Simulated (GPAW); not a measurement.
# CdTe (F-43m) in GPAW: notebook

One crystal, CdTe, is run at these levels: PBEsol+D3(BJ), PBEsol+D4, RPBE+D3(BJ); tasks: relaxation of cell and atoms.

Everything below comes from runs of GPAW 26.7.0. Logs are shortened: lines on timing, memory, paths and dates and some standing lists are left out, and cuts for length are marked. The log counts tension as positive stress, the text compression.

## Step 1: Starting point

Symmetry: F-43m, No. 216, cubic system. Conventional cell: a = 6.410 Å, b = 6.410 Å, c = 6.410 Å, α = 90.00°, β = 90.00°, γ = 90.00°. Te (site symmetry -43m) has 4 Cd at 2.78 Å as nearest neighbours. Cd (site symmetry -43m) has 4 Te at 2.78 Å as nearest neighbours.

## Step 2: Relaxation of cell and atoms, PBEsol+D3(BJ)

Input file run.py:

```python
from ase.calculators.mixing import SumCalculator
from ase.filters import FrechetCellFilter
from ase.io import read, write
from ase.optimize import FIRE
from dftd3.ase import DFTD3
from gpaw import GPAW, PW, setup_paths

setup_paths.insert(0, '.')

atoms = read('POSCAR')

calc = GPAW(mode=PW(600),
            xc='PBEsol',
            kpts={'size': (7, 7, 7), 'gamma': True},
            occupations={'name': 'fermi-dirac', 'width': 0.05},
            nbands=18,
            convergence={'density': 1e-05, 'forces': 0.0001},
            maxiter=150,
            txt='gpaw.txt')
atoms.calc = SumCalculator([calc, DFTD3(method='pbesol', damping='d3bj')])
opt = FIRE(FrechetCellFilter(atoms), trajectory='relax.traj', logfile='-')
done = opt.run(fmax=0.02, steps=40)
calc.write('gs.gpw')
write('result.traj', atoms)
print('Converged:', done)
print('Cell:', atoms.cell.cellpar().round(4))
print('Volume:', round(atoms.get_volume(), 4))
print(atoms.get_scaled_positions().round(5))
```

Input file POSCAR:

```
CdTe
1.0
    0.0000000000      3.2050000000      3.2050000000
    3.2050000000      0.0000000000      3.2050000000
    3.2050000000      3.2050000000      0.0000000000
Te Cd
1 1
Direct
    0.7500000000      0.7500000000      0.7500000000
    0.0000000000      0.0000000000      0.0000000000
```

Potentials or basis: PAW data sets generated in the run's folder for this functional, pw.

On the command line:

```console
$ gpaw-setup -f PBEsol Cd Te
$ OMP_NUM_THREADS=1 python run.py
```

gpaw.txt:

```text
__  _  _
 | _ |_)|_||  |
 |__||  | ||/\| - 26.7.0

Input parameters:
  mode=PW(ecut=600.0),
  convergence={'density': 1e-05, 'forces': 0.0001},
  kpts=MonkhorstPack(size=(7, 7, 7), gamma=True),
  maxiter=150,
  nbands=18,
  occupations=Occupations(name='fermi-dirac', width=0.05),
  xc=XC(name='PBEsol')

Diagonalizing LCAO Hamiltonian
Converting LCAO to pw mode

                      Te

       Cd

Atoms  # Å, Bohr magnetons
|   | symbol |        x |        y |        z |    initial magnetic moments |
|---|--------|----------|----------|----------|-----------------------------|
| 0 |     Te | 4.807500 | 4.807500 | 4.807500 | ( 0.0000,  0.0000,  0.0000) |
| 1 |     Cd | 0.000000 | 0.000000 | 0.000000 | ( 0.0000,  0.0000,  0.0000) |

Unit cell  # Å
| periodic |        x |        y |        z |  lengths |    angles |
|----------|----------|----------|----------|----------|-----------|
|      yes | 0.000000 | 3.205000 | 3.205000 | 4.532554 | 60.000000 |
|      yes | 3.205000 | 0.000000 | 3.205000 | 4.532554 | 60.000000 |
|      yes | 3.205000 | 3.205000 | 0.000000 | 4.532554 | 60.000000 |

Number of symmetries: 24
Symmetry operations  # r_c * U_cc + t_c -> r_c
|    | kind |            matrix            |
|----|------|------------------------------|
|  0 |  E   |  1, 0, 0,  0, 1, 0,  0, 0, 1 |
|  1 |  σ   |  1, 0, 0,  0, 0, 1,  0, 1, 0 |
|  2 |  σ   |  1, 0,-1,  0, 1,-1,  0, 0,-1 |
|  3 |  C3  |  1, 0,-1,  0, 0,-1,  0, 1,-1 |
|  4 |  C3  |  1,-1, 0,  0,-1, 1,  0,-1, 0 |
|  5 |  σ   |  1,-1, 0,  0,-1, 0,  0,-1, 1 |
|  6 |  σ   |  0, 1, 0,  1, 0, 0,  0, 0, 1 |
|  7 |  C3  |  0, 1, 0,  0, 0, 1,  1, 0, 0 |
|  8 |  C2  |  0, 1,-1,  1, 0,-1,  0, 0,-1 |
[... 208 lines left out ...]
Stress tensor  # eV/Ang^3
|         x |         y |         z |
|-----------|-----------|-----------|
| -0.007863 |  0.000000 |  0.000000 |
|  0.000000 | -0.007863 | -0.000000 |
|  0.000000 | -0.000000 | -0.007863 |

Forces  # eV/Ang
|        x |        y |        z |
|----------|----------|----------|
| -0.00000 |  0.00000 |  0.00000 |  # Te   0
|  0.00000 | -0.00000 | -0.00000 |  # Cd   1

Interpolating wave functions to new cell

                      Te

       Cd

Atoms  # Å, Bohr magnetons
|   | symbol |         x |        y |         z |    initial magnetic moments |
|---|--------|-----------|----------|-----------|-----------------------------|
| 0 |     Te |  4.805402 | 4.805402 |  4.805402 | ( 0.0000,  0.0000,  0.0000) |
| 1 |     Cd | -0.000000 | 0.000000 | -0.000000 | ( 0.0000,  0.0000,  0.0000) |

Unit cell  # Å
| periodic |         x |         y |        z |  lengths |    angles |
[... 263 lines left out ...]
|  3 |  C3  |  1, 0,-1,  0, 0,-1,  0, 1,-1 |
|  4 |  C3  |  1,-1, 0,  0,-1, 1,  0,-1, 0 |
|  5 |  σ   |  1,-1, 0,  0,-1, 0,  0,-1, 1 |
|  6 |  σ   |  0, 1, 0,  1, 0, 0,  0, 0, 1 |
|  7 |  C3  |  0, 1, 0,  0, 0, 1,  1, 0, 0 |
|  8 |  C2  |  0, 1,-1,  1, 0,-1,  0, 0,-1 |
[... 206 lines left out ...]
Stress tensor  # eV/Ang^3
|         x |         y |         z |
|-----------|-----------|-----------|
| -0.008995 |  0.000000 | -0.000000 |
|  0.000000 | -0.008995 | -0.000000 |
| -0.000000 | -0.000000 | -0.008995 |

Forces  # eV/Ang
|        x |       y |        z |
|----------|---------|----------|
| -0.00000 | 0.00000 |  0.00000 |  # Te   0
|  0.00000 | 0.00000 | -0.00000 |  # Cd   1

Interpolating wave functions to new cell

                      Te

       Cd

Atoms  # Å, Bohr magnetons
|   | symbol |         x |         y |         z |    initial magnetic moments |
|---|--------|-----------|-----------|-----------|-----------------------------|
| 0 |     Te |  4.796350 |  4.796350 |  4.796350 | ( 0.0000,  0.0000,  0.0000) |
| 1 |     Cd | -0.000000 | -0.000000 | -0.000000 | ( 0.0000,  0.0000,  0.0000) |

Unit cell  # Å
| periodic |         x |        y |        z |  lengths |    angles |
|----------|-----------|----------|----------|----------|-----------|
|      yes | -0.000000 | 3.197567 | 3.197567 | 4.522043 | 60.000000 |
|      yes |  3.197567 | 0.000000 | 3.197567 | 4.522043 | 60.000000 |
|      yes |  3.197567 | 3.197567 | 0.000000 | 4.522043 | 60.000000 |

Number of symmetries: 24
Symmetry operations  # r_c * U_cc + t_c -> r_c
|    | kind |            matrix            |
|----|------|------------------------------|
|  0 |  E   |  1, 0, 0,  0, 1, 0,  0, 0, 1 |
|  1 |  σ   |  1, 0, 0,  0, 0, 1,  0, 1, 0 |
|  2 |  σ   |  1, 0,-1,  0, 1,-1,  0, 0,-1 |
|  3 |  C3  |  1, 0,-1,  0, 0,-1,  0, 1,-1 |
|  4 |  C3  |  1,-1, 0,  0,-1, 1,  0,-1, 0 |
|  5 |  σ   |  1,-1, 0,  0,-1, 0,  0,-1, 1 |
|  6 |  σ   |  0, 1, 0,  1, 0, 0,  0, 0, 1 |
|  7 |  C3  |  0, 1, 0,  0, 0, 1,  1, 0, 0 |
|  8 |  C2  |  0, 1,-1,  1, 0,-1,  0, 0,-1 |
[... 206 lines left out ...]
Stress tensor  # eV/Ang^3
|         x |         y |         z |
|-----------|-----------|-----------|
| -0.009984 | -0.000000 |  0.000000 |
| -0.000000 | -0.009984 |  0.000000 |
|  0.000000 |  0.000000 | -0.009984 |

Forces  # eV/Ang
|        x |       y |       z |
|----------|---------|---------|
|  0.00000 | 0.00000 | 0.00000 |  # Te   0
| -0.00000 | 0.00000 | 0.00000 |  # Cd   1

Interpolating wave functions to new cell

                      Te

       Cd

Atoms  # Å, Bohr magnetons
|   | symbol |         x |        y |         z |    initial magnetic moments |
|---|--------|-----------|----------|-----------|-----------------------------|
| 0 |     Te |  4.790683 | 4.790683 |  4.790683 | ( 0.0000,  0.0000,  0.0000) |
| 1 |     Cd | -0.000000 | 0.000000 | -0.000000 | ( 0.0000,  0.0000,  0.0000) |

Unit cell  # Å
| periodic |         x |        y |        z |  lengths |    angles |
|----------|-----------|----------|----------|----------|-----------|
|      yes | -0.000000 | 3.193789 | 3.193789 | 4.516700 | 60.000000 |
|      yes |  3.193789 | 0.000000 | 3.193789 | 4.516700 | 60.000000 |
|      yes |  3.193789 | 3.193789 | 0.000000 | 4.516700 | 60.000000 |

Number of symmetries: 24
Symmetry operations  # r_c * U_cc + t_c -> r_c
|    | kind |            matrix            |
|----|------|------------------------------|
|  0 |  E   |  1, 0, 0,  0, 1, 0,  0, 0, 1 |
|  1 |  σ   |  1, 0, 0,  0, 0, 1,  0, 1, 0 |
|  2 |  σ   |  1, 0,-1,  0, 1,-1,  0, 0,-1 |
|  3 |  C3  |  1, 0,-1,  0, 0,-1,  0, 1,-1 |
|  4 |  C3  |  1,-1, 0,  0,-1, 1,  0,-1, 0 |
|  5 |  σ   |  1,-1, 0,  0,-1, 0,  0,-1, 1 |
|  6 |  σ   |  0, 1, 0,  1, 0, 0,  0, 0, 1 |
|  7 |  C3  |  0, 1, 0,  0, 0, 1,  1, 0, 0 |
|  8 |  C2  |  0, 1,-1,  1, 0,-1,  0, 0,-1 |
[... 206 lines left out ...]
Stress tensor  # eV/Ang^3
|         x |         y |         z |
|-----------|-----------|-----------|
| -0.011089 |  0.000000 | -0.000000 |
|  0.000000 | -0.011089 | -0.000000 |
| -0.000000 | -0.000000 | -0.011089 |

Forces  # eV/Ang
|       x |        y |        z |
|---------|----------|----------|
| 0.00000 | -0.00000 | -0.00000 |  # Te   0
| 0.00000 |  0.00000 |  0.00000 |  # Cd   1

# Writing to gs.gpw (mode='')
```

It took 62 s on 1 thread of Arm Neoverse V2, shared host; peak memory 0.23 GiB.

Results:

* Free energy: -6.4498 eV
* Relaxed volume: 32.58 Å³/atom
* Relaxed cell: a = 4.517 Å, b = 4.517 Å, c = 4.517 Å, α = 60.00°, β = 60.00°, γ = 60.00°
* Space group after relaxing (to 0.05 Å): F-43m (No. 216)
* Energy gained by relaxing: 0.4 meV/atom
* Ionic steps: 5
* Pressure after relaxing: 0.1 GPa
* Band gap on the k mesh: 0.79 eV, direct
* Dispersion energy per atom: -0.350 eV

Step by step:
```csv
step,energy change (eV),largest force (eV/Å),pressure (GPa),volume (Å³)
1,0.0000,0.0000,-0.42,65.84
2,-0.0002,0.0000,-0.37,65.76
3,-0.0005,0.0000,-0.26,65.60
4,-0.0007,0.0000,-0.11,65.39
5,-0.0008,0.0000,0.06,65.16
```

Final structure:
```
CELL_PARAMETERS angstrom
0.00000 3.19379 3.19379
3.19379 0.00000 3.19379
3.19379 3.19379 0.00000
ATOMIC_POSITIONS crystal
Te 0.75000 0.75000 0.75000
Cd 0.00000 0.00000 0.00000
```

Caveat: later steps reuse the first step's grids; spin-orbit coupling is left out, which moves the levels of the heavy elements.

## Step 3: Relaxation of cell and atoms, PBEsol+D4

Changes to run.py since step 2:

```diff
@@ -3,4 +3,4 @@
 from ase.io import read, write
-from ase.optimize import FIRE
-from dftd3.ase import DFTD3
+from ase.optimize import BFGS
+from dftd4.ase import DFTD4
 from gpaw import GPAW, PW, setup_paths
@@ -9,3 +9,3 @@
 
-atoms = read('POSCAR')
+atoms = read('CdTe.xyz')
 
@@ -19,5 +19,5 @@
             txt='gpaw.txt')
-atoms.calc = SumCalculator([calc, DFTD3(method='pbesol', damping='d3bj')])
-opt = FIRE(FrechetCellFilter(atoms), trajectory='relax.traj', logfile='-')
-done = opt.run(fmax=0.02, steps=40)
+atoms.calc = SumCalculator([calc, DFTD4(method='pbesol')])
+opt = BFGS(FrechetCellFilter(atoms), trajectory='relax.traj', logfile='-')
+done = opt.run(fmax=0.01, steps=100)
 calc.write('gs.gpw')
```

Input file CdTe.xyz:

```xyz
2
Lattice="0.0000000000 3.2050000000 3.2050000000 3.2050000000 0.0000000000 3.2050000000 3.2050000000 3.2050000000 0.0000000000" Properties=species:S:1:pos:R:3 pbc="T T T"
Te     4.8075000000      4.8075000000      4.8075000000
Cd     0.0000000000      0.0000000000      0.0000000000
```

Potentials or basis: PAW data sets generated in the run's folder for this functional, pw.

On the command line:

```console
$ gpaw-setup -f PBEsol Cd Te
$ OMP_NUM_THREADS=1 python run.py
```

It took 72 s on 1 thread of Arm Neoverse V2, shared host; peak memory 0.24 GiB.

Results (log left out):

| Property | Result |
| --- | --- |
| Free energy | -6.1983 eV |
| Relaxed volume | 33.09 Å³/atom |
| Relaxed cell | a = 4.540 Å, b = 4.540 Å, c = 4.540 Å, α = 60.00°, β = 60.00°, γ = 60.00° |
| Space group after relaxing (to 0.05 Å) | F-43m (No. 216) |
| Energy gained by relaxing | 0.1 meV/atom |
| Ionic steps | 3 |
| Pressure after relaxing | 0.0 GPa |
| Band gap on the k mesh | 0.74 eV, direct |
| Dispersion energy per atom | -0.220 eV |

Step by step:
```csv
step,energy change (eV),largest force (eV/Å),pressure (GPa),volume (Å³)
1,0.0000,0.0000,0.24,65.84
2,-0.0001,0.0000,0.19,65.91
3,-0.0003,0.0000,0.00,66.18
```

Final structure:
```yaml
crystal:
  lattice:
    - [0.00000, 3.21049, 3.21049]
    - [3.21049, 0.00000, 3.21049]
    - [3.21049, 3.21049, 0.00000]
  atoms:
    - { symbol: Te, position: [0.75000, 0.75000, 0.75000] }
    - { symbol: Cd, position: [0.00000, 0.00000, 0.00000] }
```

Levels at points of the mesh, in eV from the valence-band top:
```tsv
k point	band 7	band 8	band 9	band 10	band 11	band 12
(0.00, 0.00, 0.00)	0.00	0.00	0.00	0.74	4.52	4.52
```

Caveat: later steps reuse the first step's grids; spin-orbit coupling is left out, which moves the levels of the heavy elements. Expect the measured gap to be larger: semilocal functionals such as PBEsol lack the derivative discontinuity.

## Step 4: Relaxation of cell and atoms, RPBE+D3(BJ)

Changes to run.py since step 3:

```diff
@@ -4,6 +4,4 @@
 from ase.optimize import BFGS
-from dftd4.ase import DFTD4
-from gpaw import GPAW, PW, setup_paths
-
-setup_paths.insert(0, '.')
+from dftd3.ase import DFTD3
+from gpaw import GPAW, PW
 
@@ -12,3 +10,3 @@
 calc = GPAW(mode=PW(600),
-            xc='PBEsol',
+            xc='RPBE',
             kpts={'size': (7, 7, 7), 'gamma': True},
@@ -19,3 +17,3 @@
             txt='gpaw.txt')
-atoms.calc = SumCalculator([calc, DFTD4(method='pbesol')])
+atoms.calc = SumCalculator([calc, DFTD3(method='rpbe', damping='d3bj')])
 opt = BFGS(FrechetCellFilter(atoms), trajectory='relax.traj', logfile='-')
```

CdTe.xyz is that of step 3.

Potentials or basis: the program's PAW data sets (release 1.2.1) made for this functional, pw.

On the command line:

```console
$ OMP_NUM_THREADS=1 python run.py
```

Wall time 50 s (1 thread of Arm Neoverse V2, shared host); peak memory 0.22 GiB.

The run converged. Its results:

* Free energy: -7.4254 eV
* Relaxed volume: 30.69 Å³/atom
* Relaxed cell: a = 4.428 Å, b = 4.428 Å, c = 4.428 Å, α = 60.00°, β = 60.00°, γ = 60.00°
* Space group after relaxing (to 0.05 Å): F-43m (No. 216)
* Energy gained by relaxing: 25.0 meV/atom
* Ionic steps: 4
* Pressure after relaxing: 0.0 GPa
* Band gap on the k mesh: 1.24 eV, direct
* Dispersion energy per atom: -1.665 eV

Step by step:
| step | energy change (eV) | largest force (eV/Å) | pressure (GPa) | volume (Å³) |
| --- | --- | --- | --- | --- |
| 1 | 0.0000 | 0.0000 | -3.36 | 65.84 |
| 2 | -0.0184 | 0.0000 | -2.75 | 64.88 |
| 3 | -0.0496 | 0.0000 | 0.30 | 61.03 |
| 4 | -0.0499 | 0.0000 | -0.02 | 61.38 |

Final structure:
```
Te Cd
1.0
     0.00000    3.13094    3.13094
     3.13094    0.00000    3.13094
     3.13094    3.13094    0.00000
Te Cd
1 1
Cartesian
  4.6964 4.6964 4.6964
  0.0000 0.0000 0.0000
```

Levels at points of the mesh, in eV from the valence-band top:
```tsv
k point	band 6	band 7	band 8	band 9	band 10	band 11	band 12	band 13
(0.00, 0.00, 0.00)	-8.32	0.00	0.00	0.00	1.24	4.56	4.56	4.56
```

Caveat: later steps reuse the first step's grids; spin-orbit coupling is left out, which moves the levels of the heavy elements. As with any semilocal functional, this RPBE gap is likely too small.

## Step 5: The runs side by side

```tsv
level	potentials or basis	optimizer	fmax	max steps	gap on the mesh (eV)	pressure (GPa)	relaxed volume (Å³/atom)
PBEsol+D3(BJ)	PAW data sets generated in the run's folder for this functional, pw	FIRE	0.02 eV/Å	40	0.79	0.1	32.58
PBEsol+D4	PAW data sets generated in the run's folder for this functional, pw	BFGS	0.01 eV/Å	100	0.74	0.0	33.09
RPBE+D3(BJ)	the program's PAW data sets (release 1.2.1) made for this functional, pw	BFGS	0.01 eV/Å	100	1.24	0.0	30.69
```

Alike in all rows: task relaxation of cell and atoms; no spin polarisation; cell relaxed; k mesh 7 × 7 × 7; cutoff (eV) 600; smearing fermi-dirac 0.05 eV.

Caveats: later steps reuse the first step's grids; spin-orbit coupling is left out, which moves the levels of the heavy elements.

Absolute energies hang on the potentials; compare differences alone.
